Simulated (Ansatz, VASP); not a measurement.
# La4VB23: VASP beside Ansatz, part 3 of 3

One calculation is typed for both programs; each brings its own data sets and cutoff. How far apart do they land?  The structure shown is the end of the VASP relaxation below.

VASP 6.6.1 and Ansatz 0.2.0.

So far: The starting structure; VASP: relaxation, PBEsol.

**3. Ansatz: single point, PBEsol**

Level of this step: Ansatz beside VASP: Kohn-Sham DFT, plane waves, PBEsol (Ansatz).

Ansatz runs on its default PAW (the set named soft_2) files.

The same cell, functional, mesh and smearing now go to Ansatz, which takes its cutoff from its data sets.

input.yaml reads:

```yaml
crystal:
  lattice:
    - [-4.1312645, 4.1312645, 4.1312645]
    - [4.1312645, -4.1312645, 4.1312645]
    - [4.1312645, 4.1312645, -4.1312645]
  atoms:
    - { symbol: La, position: [0.9989384, 0.9989384, 0.00541123] }
    - { symbol: La, position: [0.49353665, 0.49353665, 0.9945951] }
    - { symbol: La, position: [0.49352834, 0.99893776, 0.49999582] }
    - { symbol: La, position: [0.99893776, 0.49352834, 0.49999582] }
    - { symbol: V, position: [0.66897556, 0.66897556, 0.5000002], spin: 0.6 }
    - { symbol: B, position: [0.16364785, 0.16364785, 0.50000153] }
    - { symbol: B, position: [0.14355712, 0.64355679, 6.4e-07] }
    - { symbol: B, position: [0.64355679, 0.14355712, 6.4e-07] }
    - { symbol: B, position: [0.35717447, 0.35717447, 0.50000002] }
    - { symbol: B, position: [0.8896039, 0.8896039, 0.49999476], spin: 0.6 }
    - { symbol: B, position: [0.84179585, 0.34179616, 0.99999979] }
    - { symbol: B, position: [0.34179616, 0.84179585, 0.99999979] }
    - { symbol: B, position: [0.64571123, 0.48709795, 0.65861561], spin: 0.6 }
    - { symbol: B, position: [0.17063456, 0.01776807, 0.65286652] }
    - { symbol: B, position: [0.13581872, 0.48867555, 0.14714438] }
    - { symbol: B, position: [0.64718303, 0.99769871, 0.14948487] }
    - { symbol: B, position: [0.48709795, 0.64571123, 0.65861561], spin: 0.6 }
    - { symbol: B, position: [0.01776807, 0.17063456, 0.65286652] }
    - { symbol: B, position: [0.99769871, 0.64718303, 0.14948487] }
    - { symbol: B, position: [0.48867555, 0.13581872, 0.14714438] }
    - { symbol: B, position: [0.32848181, 0.48709605, 0.34138702] }
    - { symbol: B, position: [0.86490265, 0.01776919, 0.34713239] }
    - { symbol: B, position: [0.8415306, 0.48867421, 0.85285665] }
    - { symbol: B, position: [0.34821216, 0.99769666, 0.85051489] }
    - { symbol: B, position: [0.48709605, 0.32848181, 0.34138702] }
    - { symbol: B, position: [0.01776919, 0.86490265, 0.34713239] }
    - { symbol: B, position: [0.99769666, 0.34821216, 0.85051489] }
    - { symbol: B, position: [0.48867421, 0.8415306, 0.85285665] }
hamiltonian:
  xc: pbesol
  pseudopotentials: { kind: paw }
magnetization:
  spin_polarized: true
kpoints:
  mp_grid: { grid: [4, 4, 4] }
scf:
  occupations: { method: methfessel_paxton, width: 0.2 }
  n_extra_bands: 14
output:
  forces: true
  eigenvalues: true
```

Run with:

```
$ ansatz run input.yaml --threads 8 --pin off --max-ram 18432MiB --backend cpu --events-out ev --progress --plain --runs-dir out
```

Numbers of over 12 decimals in the logs are rounded to 6 here.

Output:

```text
Warning: the band count 77 (scf.n_extra_bands) hosts the net moment |M| = 2.4000 μB (N_el = 126) but caps the reachable moment at 2·n_bands − N_el = 28.0000 μB, below the 93 bands that the automatic rule leaves for it — a moment growing past the seed, or the majority channel's smearing tail, pins there with fewer empty majority states than that count leaves; raise or omit scf.n_extra_bands unless the cap is intended
scf.n_extra_bands = 14 over 63 filled bands (N_el = 126.0): the run solves 77 bands
Engine: ansatz 0.2.0, aarch64-unknown-linux-gnu
Pseudopotentials: kind: paw
Pseudopotential: La, paw, valence charge 11, recommended cutoff 420 eV (normal), La.paw.azcp
Pseudopotential: V, paw, valence charge 13, recommended cutoff 420 eV (normal), V.paw.azcp
Pseudopotential: B, paw, valence charge 3, recommended cutoff 420 eV (normal), B.paw.azcp
Functional definition: PBEsol
  exchange = pbesol_x
  correlation = pbesol_c
Crystal: 28 atoms, lattice volume = 282.039 Å³
Basis set: ecut = 420 eV, 5473 PW (Γ), exchange–correlation on 96×96×96 points (8 copies of the dense FFT grid, shifted against one another)
Bands: 77, of which v1, the nominal top of the filled ones, is band 63 counted from 1 (62 counted from 0)
Symmetry: 2 space group operations
Space group: Cm (ITA 8), of the structure as read, at distance tolerance 6.6e-5 Å
Magnetic group: BNS 8.32 (UNI 39), of the structure as read, at distance tolerance 6.6e-5 Å
k-points: 24 of 64 (time reversal used)
Non-local potential: La, projectors of the file, l = 0: 3, l = 1: 2, l = 2: 2, l = 3: 3
Non-local potential: V, projectors of the file, l = 0: 3, l = 1: 2, l = 2: 3, l = 3: 1
Non-local potential: B, projectors of the file, l = 0: 2, l = 1: 2, l = 2: 1
PAW form: soft (Blöchl's): semilocal exchange-correlation on the pseudo side does not see the compensation charge
PAW frozen core: La, regenerated for the run's functional, and the local potential with it (the file was generated under x = pbe(κ = 0.804, μ = 0.219515), c = pbe(β = 0.066725))
PAW frozen core: V, regenerated for the run's functional, and the local potential with it (the file was generated under x = pbe(κ = 0.804, μ = 0.219515), c = pbe(β = 0.066725))
PAW frozen core: B, regenerated for the run's functional, and the local potential with it (the file was generated under x = pbe(κ = 0.804, μ = 0.219515), c = pbe(β = 0.066725))
PAW one-centre angular grid: La, 590 points (default); XC on 64 Gauss nodes
PAW one-centre angular grid: V, 590 points (default); XC on 64 Gauss nodes
PAW one-centre angular grid: B, 110 points (default); XC on 64 Gauss nodes
Initial density: superposition of atomic densities (chi_scale 0.1, normalization cell, long waves kept (reshape's long-wave potential 0.01 eV rms))
Starting moments: Σ|m| = 2.4 μB on 4 of 28 sites
Initial wavefunctions: pseudopotential atomic-orbital guess
Functional: x = pbesol(κ = 0.804, μ = 0.123457), c = pbesol(β = 0.046)
SCF iter   1: F=—  HF=-31038.326543 eV  |F-HF|=—  |Δ(HF+E_count)|=         —  Δρ=5.32e-2 (↑5.32e-2 ↓4.69e-2)  dr2=5.34e1  dr2_m=3.20e-1  M=0.182 μB ∫|m|=0.372 μB  β_m=0.30  ethr=3.10e-3  ⟨swp⟩=6.2  Hψ=18197  notcnv=0
Mixer restart at iter 1: flushing history
preconditioner: auto → Kerker (q_TF=auto, 2.385 Å⁻¹)  [metal: Δε(μ)=0.009 eV  Ē_g=10.842 eV  σ=0.200 eV  W_gap=0.03  n_scr=54 (ndim 8)  ℏωp=23.2 eV  f_vac=0.000  D(μ)=4.90/eV (n_scr^D=18)]
spin=Collinear: Kerker preconditioning applied to the charge; magnetization (m = ρ↑ − ρ↓) channel mixes plain (no charge-response kernel on spin).
SCF iter   2: F=—  HF=-31040.962156 eV  |F-HF|=—  |Δ(HF+E_count)|=    2.64e0  Δρ=3.23e-2 (↑3.23e-2 ↓3.18e-2)  dr2=2.35e1  dr2_m=1.71e-1  M=0.147 μB ∫|m|=0.298 μB  β_m=0.53  ethr=3.10e-3  ⟨swp⟩=4.0  Hψ=8838  notcnv=0  defer=184
SCF iter   3: F=—  HF=-31049.906628 eV  |F-HF|=—  |Δ(HF+E_count)|=    8.94e0  Δρ=1.20e-2 (↑1.04e-2 ↓1.20e-2)  dr2=3.46e0  dr2_m=7.24e-3  M=0.189 μB ∫|m|=0.244 μB  β_m=0.71  ethr=3.10e-3  ⟨swp⟩=5.4  Hψ=7724  notcnv=0  defer=208
SCF iter   4: F=—  HF=-31050.585483 eV  |F-HF|=—  |Δ(HF+E_count)|=   6.79e-1  Δρ=3.32e-3 (↑3.29e-3 ↓3.32e-3)  dr2=3.81e-1  dr2_m=6.92e-4  M=0.239 μB ∫|m|=0.268 μB  β_m=0.85  ethr=2.74e-3  ⟨swp⟩=5.0  Hψ=6968  notcnv=0  defer=214
SCF iter   5: F=—  HF=-31050.481091 eV  |F-HF|=—  |Δ(HF+E_count)|=   1.04e-1  Δρ=1.42e-3 (↑9.80e-4 ↓1.42e-3)  dr2=1.91e-2  dr2_m=3.00e-4  M=0.272 μB ∫|m|=0.314 μB  β_m=0.93  ethr=3.03e-4  ⟨swp⟩=2.8  Hψ=7396  notcnv=0  defer=211
SCF iter   6: F=—  HF=-31050.509637 eV  |F-HF|=—  |Δ(HF+E_count)|=   2.85e-2  Δρ=8.80e-4 (↑7.58e-4 ↓8.80e-4)  dr2=1.31e-2  dr2_m=1.61e-5  M=0.267 μB ∫|m|=0.316 μB  β_m=0.96  ethr=1.51e-5  ⟨swp⟩=2.2  Hψ=7187  notcnv=0  defer=209
SCF iter   7: F=—  HF=-31050.511466 eV  |F-HF|=—  |Δ(HF+E_count)|=   1.83e-3  Δρ=5.62e-4 (↑5.62e-4 ↓3.74e-4)  dr2=2.52e-3  dr2_m=2.98e-5  M=0.268 μB ∫|m|=0.319 μB  β_m=0.92  ethr=1.04e-5  ⟨swp⟩=3.0  Hψ=6991  notcnv=0  defer=209
SCF iter   8: F=—  HF=-31050.512063 eV  |F-HF|=—  |Δ(HF+E_count)|=   5.97e-4  Δρ=1.56e-4 (↑1.56e-4 ↓6.33e-5)  dr2=1.16e-4  dr2_m=1.26e-5  M=0.271 μB ∫|m|=0.323 μB  β_m=0.96  ethr=2.00e-6  ⟨swp⟩=2.1  Hψ=6787  notcnv=0  defer=209
[...]
SCF iter  17: F=-31050.441389 eV  HF=-31050.441547 eV  |F-HF|=1.58e-4  |Δ(HF+E_count)|=   7.93e-5  S|Δr|=    0.00e0  Δρ=1.48e-4 (↑1.48e-4 ↓5.87e-5)  dr2=1.76e-4  dr2_m=1.28e-5  M=0.481 μB ∫|m|=0.594 μB  β_m=0.83  ethr=1.75e-8  ⟨swp⟩=4.1  Hψ=7871  notcnv=0  defer=197
SCF iter  18: F=-31050.441529 eV  HF=-31050.441552 eV  |F-HF|=2.29e-5  |Δ(HF+E_count)|=   4.62e-6  S|Δr|=    0.00e0  Δρ=3.80e-5 (↑3.19e-5 ↓3.80e-5)  dr2=2.45e-5  dr2_m=4.19e-7  M=0.473 μB ∫|m|=0.582 μB  β_m=0.88  ethr=1.75e-8  ⟨swp⟩=2.5  Hψ=6912  notcnv=0  defer=197
SCF iter  19: F=-31050.441550 eV  HF=-31050.441551 eV  |F-HF|=5.24e-7  |Δ(HF+E_count)|=   9.87e-7  S|Δr|=    0.00e0  Δρ=1.48e-5 (↑1.48e-5 ↓5.18e-6)  dr2=7.62e-7  dr2_m=2.34e-7  M=0.477 μB ∫|m|=0.588 μB  β_m=0.92  ethr=1.75e-8  ⟨swp⟩=2.0  Hψ=3891  notcnv=0  defer=197
SCF iter  20: F=-31050.441551 eV  HF=-31050.441551 eV  |F-HF|=4.05e-8  |Δ(HF+E_count)|=   3.11e-7  S|Δr|=    0.00e0  Δρ=2.40e-6 (↑7.88e-7 ↓2.40e-6)  dr2=4.66e-8  dr2_m=2.86e-9  M=0.476 μB ∫|m|=0.585 μB  β_m=0.96  ethr=7.94e-11  ⟨swp⟩=24.6  Hψ=24356  notcnv=0
SCF iter  21: F=-31050.441551 eV  HF=-31050.441551 eV  |F-HF|=1.84e-9  |Δ(HF+E_count)|=   5.61e-9  S|Δr|=    0.00e0  Δρ=6.23e-7 (↑6.23e-7 ↓2.24e-7)  dr2=2.17e-9  dr2_m=2.71e-10  M=0.476 μB ∫|m|=0.586 μB  β_m=0.94  ethr=3.70e-11  ⟨swp⟩=4.0  Hψ=10185  notcnv=0
SCF iter  22: F=-31050.441551 eV  HF=-31050.441551 eV  |F-HF|=5.42e-10  |Δ(HF+E_count)|=  1.31e-10  S|Δr|=    0.00e0  Δρ=2.96e-7 (↑2.96e-7 ↓1.17e-7)  dr2=6.06e-10  dr2_m=4.33e-11  M=0.476 μB ∫|m|=0.586 μB  ethr=1.72e-12  ⟨swp⟩=2.8  Hψ=7232  notcnv=0
SCF 1 converged in 22 iterations: F = -31050.441551 eV  dr2 = 6.06e-10
  greatest PAW one-centre occupation: 1.000 electrons in one spin orbital (limit 2), on the V atom at site 4 (counted from 0), in its partial waves of l = 0
this state was not tested for a lower state beside it, because cold or Methfessel-Paxton smearing, or corrected tetrahedra, fill the levels in a way that the test cannot read (fill_not_monotonic; see scf.lower_state_search)
SCF converged after 22 iterations
Magnetization: 0.4761 μB (63.2380 up, 62.7620 down)
Absolute magnetization: 0.5873 μB (∫|ρ↑−ρ↓|, with the PAW one-centre terms)
Spin contamination: 0.0399 ħ² per cell (⟨S²⟩ above its minimum at these occupations)
Per-site moments (μB) at R_I (Å): [(0.014252, 1.191763), (0.014255, 1.191793), (0.014253, 1.191771), (0.014253, 1.191771), (0.242630, 0.751975), (8.499641614945666e-5, 0.659598), (0.000163899, 0.675658), (0.000163899, 0.675658), (0.00019675, 0.659598), (-0.00690878, 0.679896), (-0.000374322, 0.675658), (-0.000374322, 0.675658), (-0.0020818, 0.662056), (-0.000276671, 0.677109), (0.000861566, 0.662058), (-0.000779998,  [...]
Free energy (F): -31050.441551 eV
Harris-Foulkes:  -31050.441551 eV  (|F-HF|=5.42e-10)
Internal energy: -31050.444913 eV  (E = F + TS)
E sigma→0 (E₀):  -31050.442392 eV
Entropy (-TS):   0.003361 eV (0.120 meV/atom)
Fermi energy:    12.672777 eV
Step filling:    the computed levels leave a gap of 0.0077 eV = 0.0 smearing widths at the electron count; against every level under it full and every level over it empty, smearing changes F+E_penalty+E_count by +2.438 meV and its σ→0 estimate by +1.597 meV
--- Per-component energies (eV) ---
  E_band       = 60.525143
  E_kinetic    = 2293.793100
  E_local      = -3102.385389  (includes V_loc(G=0)·N_el)
  E_nonlocal   = 624.963385
  E_hartree    = 1218.363466
  E_xc         = -1440.206726
  E_vxc        = -1658.184378  (∫ρ·V_xc dr)
  E_paw        = -24149.100277  (= ΣΔE_a)
  E_vpaw       = -534.387440  (= ΣTr[D̂ρ^β])
  E_aug_tail   = 0.000199  (compensation charges beyond the density's cutoff)
  E_ewald      = -6497.038739
  E_core_change = 1.166068  (= ΣΔE_core)
  E_smearing   = 0.003361  (= −TS)
  E_closure    = 0.000000  (closes the sum)
  Σ components = -31050.441551   (vs F -31050.441551, Δ=0.00e0)
--- Forces (eV/Å), atoms counted from 1 ---
  atom   1  La    -0.00280854    -0.00280854     0.00604797
  atom   2  La     0.00265612     0.00265612     0.00567953
  atom   3  La    -0.00266328     0.00286056     0.00589579
  atom   4  La     0.00286056    -0.00266328     0.00589579
  atom   5  V      0.00001322     0.00001322    -0.19961048
  atom   6  B     -0.00003351    -0.00003351    -0.04392655
  atom   7  B     -0.00010962    -0.00004845    -0.04415954
  atom   8  B     -0.00004845    -0.00010962    -0.04415954
  atom   9  B      0.00009789     0.00009789     0.06074123
  atom  10  B      0.00012190     0.00012190    -0.15753190
  atom  11  B      0.00001300     0.00007424     0.03178653
  atom  12  B      0.00007424     0.00001300     0.03178653
  atom  13  B     -0.00005869    -0.13298786     0.09541077
  atom  14  B      0.00000006    -0.03453910    -0.01102631
  atom  15  B     -0.00010091    -0.04252663    -0.00270726
  atom  16  B     -0.00003645    -0.05533056     0.00342013
  atom  17  B     -0.13298786    -0.00005869     0.09541077
  atom  18  B     -0.03453910     0.00000006    -0.01102631
  atom  19  B     -0.05533056    -0.00003645     0.00342013
  atom  20  B     -0.04252663    -0.00010091    -0.00270726
  atom  21  B     -0.00001097     0.13291900     0.09555773
  atom  22  B      0.00005137     0.03446613    -0.01083851
  atom  23  B     -0.00001056     0.04256186    -0.00256667
  atom  24  B      0.00006255     0.05536771     0.00353188
  atom  25  B      0.13291900    -0.00001097     0.09555773
  atom  26  B      0.03446613     0.00005137    -0.01083851
  atom  27  B      0.05536771     0.00006255     0.00353188
  atom  28  B      0.04256186    -0.00001056    -0.00256667
  max |Σ_I F_I| component: 8.89e-6 eV/Å
--- Band table (eV; the first three rows and the last of 48) ---
  k-point 0 ↑: bands = [... 59 lower, 11.4589, 11.5696, 12.6810, 13.0940, 13.2515, 13.2516, 13.2764, 13.2764, ... 10 higher]
  k-point 1 ↑: bands = [... 59 lower, 11.5684, 11.6578, 12.3386, 12.9018, 12.9448, 13.0214, 13.1383, 13.6270, ... 10 higher]
  k-point 2 ↑: bands = [... 59 lower, 11.6676, 11.6801, 12.1477, 12.5063, 12.6958, 13.0495, 13.1629, 13.6480, ... 10 higher]
  k-point 23 ↓: bands = [... 59 lower, 11.1310, 11.3722, 11.3722, 11.4523, 12.7879, 12.9144, 13.4571, 13.4572, ... 10 higher]
```

Run time: 84 s. Hardware: 8 threads of Arm Neoverse N1, shared host; peak memory 1.7 GiB; 11 min of CPU time.

**4. Side by side**

Known differences besides the PAW data sets themselves: the data sets hold 126 valence electrons in Ansatz (default PAW (the set named soft_2) files) and 118 in VASP; the cutoff is 420 eV in Ansatz and 320 eV in VASP (PREC = Normal, projectors in real space); Ansatz makes its cores anew for this functional, VASP keeps those of its PBE data sets; site moments are counted in spheres of each program's own size. Total energies have different zeros and are not compared.

Both answers:

| quantity | Ansatz | VASP | difference |
| --- | --- | --- | --- |
| total moment (μB) | 0.48 | 0.47 | +0.01 |
| moment on V5 (μB) | 0.24 | 0.37 | -0.13 |

At this near-relaxed geometry the largest component of a force difference is 198 meV/Å.

**5. Looking for the cause**

The difference is large enough to ask for its cause, so further runs change the set-up of one program at a time, as the table lists.

| run | r.m.s. force difference (meV/Å) |
| --- | --- |
| as above | 46 |
| cores kept as stored, as VASP does, whose cores stay as stored | 45 |
| Ansatz's larger PAW set (cutoff 930 eV) | 44 |

**6. Outcome**

```json
{"r.m.s. force difference (single point, PBEsol)": "46 meV/Å"}
```

The r.m.s. force difference is 46 meV/Å (single point, PBEsol), beyond the 12 meV/Å picked in this series as the mark of a large difference. For single point, PBEsol: no further run halves the r.m.s. force difference; only Ansatz's side was varied. 1 further run on this material is not shown. Differences of this kind measure data sets and numerical settings, not the functional's error against experiment.

[Lines on the potential files, build, host, timing and source positions are cut from VASP's logs without a mark.]

[Logs are printed without paths, hosts, clocks, repeated set-up lines and the standing remarks that a program may print on its own settings, such as how far it seeks lower states.]

[Hosts, paths, dates, database ids (printed as entryN), source tags and the programs' standing remarks are cut or masked in the printed files.]
